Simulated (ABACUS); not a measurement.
# CdSe in ABACUS: the effect of functional

CdSe:

```
Cd Se
1.0
    -2.81529    0.00000    2.81529
     0.00000    2.81529    2.81529
    -2.81529    2.81529    0.00000
Cd Se
1 1
Direct
  0.00000 0.00000 0.00000
  0.50000 0.50000 0.50000
```

Measurements of this composition are mostly on another form, of space group No. 186.

The cell isn't the ideal one: volume scaled by 0.94.

Alike in all runs:

| Property | Result |
| --- | --- |
| Program | ABACUS 3.10.1 |
| Task | equation of state |
| Potentials or basis | SG15 ONCV 1.2 PBE |
| Cutoff | 1401 eV |
| Density cutoff | 5606 eV |
| Basis | plane waves |
| k mesh | 6 × 6 × 6 |
| Occupations | fermi-dirac, width 0.05 eV |
| Spin | no spin polarisation |

```csv
functional,pressure (GPa)
LDA,-2.2
PBEsol,0.4
r2SCAN,2.2
SCAN,?
```

Q: What does the run with functional SCAN give?

A: Pressure 1.7 GPa.

Caveats: the potentials were made for another functional, which shifts forces and pressure.
